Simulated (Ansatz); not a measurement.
**Rock-salt NaBr**

Method: LDA in Ansatz (plane waves, PAW).

Numerical settings: plane-wave cutoff 520 eV, 10×10×10 k mesh, Fermi–Dirac smearing 0.01 eV, scalar-relativistic PAW data made under PBE.

Cell: measured lattice: a = 5.9730 Å, b = 5.9730 Å, c = 5.9730 Å, α = 90.00°, β = 90.00°, γ = 90.00°.

| Quantity | Value |
|---|---|
| band gap | 3.79 eV (direct) |
| width of the whole s-p valence band | 12.87 eV |

Measured, for comparison: band gap 7.1 eV (temperature not stated, not corrected to a static lattice; as tabulated in Aguado et al. (1998), arXiv:cond-mat/9809176).

Note: cell and atoms aren't relaxed at this level (pressure -2.0 GPa).

Spin–orbit coupling is not included.

Static lattice: no zero-point or thermal effects.

Cost on a shared machine: roughly 4 core-seconds.

Ansatz is a program for electronic structure.
